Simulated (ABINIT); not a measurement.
ZnSe (Stilleite): single point with PBE

**Measured values to compare with.**

From “Alloy Disordering Effects on the Thermal Conductivity and Energy Gap Temperature Dependence of Cd1−xZnxSe Ternary Crystals Grown by the Bridgman Method”, 2023, pmc:10253836, for a bulk crystal of ZnSe at 300 K: band gap 2.695 ± 0.003 eV (an exciton energy, a little under the gap).

The system is ZnSe (Stilleite).

```
Se Zn
1.0
     0.00000    2.83380    2.83380
     2.83380    0.00000    2.83380
     2.83380    2.83380    0.00000
Se Zn
1 1
Cartesian
  4.2507 4.2507 4.2507
  0.0000 0.0000 0.0000
```

| Item | Value |
| --- | --- |
| Program | ABINIT 10.8.3 (patched build) |
| Task | single point |
| Functional | PBE |
| Potentials or basis | Ansatz PAW PBE default generated set, frozen core |
| Cutoff | 389 eV |
| k mesh | 6 × 6 × 6 |
| Occupations | fermi-dirac, width 0.05 eV |
| Spin | spin-orbit coupling, no magnetisation |

```
Pressure               : 2.0 GPa
Band gap on the k mesh : 1.16 eV, direct
```

Levels at points of the mesh, in eV from the valence-band top:
```
           k point  band 25  band 26  band 27  band 28  band 29  band 30  band 31  band 32
(0.00, 0.00, 0.00)     0.00     0.00     0.00     0.00     1.16     1.16     5.58     5.58
(0.50, 0.00, 0.00)    -1.11    -1.11    -0.88    -0.88     2.42     2.42     6.23     6.23
(0.50, 0.50, 0.00)    -2.40    -2.40    -2.23    -2.23     2.86     2.86     3.34     3.34
```

Run time: 110 s on 1 thread of Arm Neoverse V1 (shared host), peak memory 0.24 GiB.

Measured gap of ZnSe: 2.695 eV (an exciton energy, a little under the gap; 300 K; “Alloy Disordering Effects on the Thermal Conductivity and Energy Gap Temperature Dependence of Cd1−xZnxSe Ternary Crystals Grown by the Bridgman Method”, 2023, pmc:10253836). This calculation gives 1.16 eV (-1.53 eV). So large a miss can be the level of theory's own, or it may mean another phase, state or a wrong row. The value is that of PBE, without temperature or zero-point motion. Semilocal functionals fall short of measured gaps as a rule.

Caveat: the atomic spheres overlap.
